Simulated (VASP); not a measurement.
The system is Na.

```
CELL_PARAMETERS angstrom
-1.88829 1.88829 2.63728
1.88829 -1.88829 2.63728
1.88829 1.88829 -2.63728
ATOMIC_POSITIONS crystal
Na 0.00000 0.00000 0.00000
```

This isn't the form of Na at room conditions, which is bcc.

| Item | Value |
| --- | --- |
| Program | VASP 6.6.1 |
| Task | single point |
| Functional | PBE |
| Potentials or basis | VASP PAW PBE potentials, release 64 (Na_pv) |
| Cutoff | 520 eV |
| k mesh | 10 × 10 × 10 |
| Occupations | fermi-dirac, width 0.05 eV |
| Spin | no spin polarisation |

On this cell: pressure -0.1 GPa; band gap on the k mesh none (metal or under the smearing width).

The same run follows on a disturbed copy (cell strained at random at fixed volume):

```
CELL_PARAMETERS angstrom
-1.90826 1.94837 2.62269
1.85560 -1.92535 2.56851
1.89689 1.91399 -2.60621
ATOMIC_POSITIONS crystal
Na 0.99802 0.99502 0.98298
```

Q: What does the disturbed cell give?

A: The energy (extrapolated to zero smearing) moves by -0.0 meV/atom; pressure -0.1 GPa; band gap on the k mesh none (metal or under the smearing width).

Stress tensor (GPa, compression positive):
```
 0.05  0.02  0.07
 0.02 -0.27 -0.06
 0.07 -0.06 -0.13
```
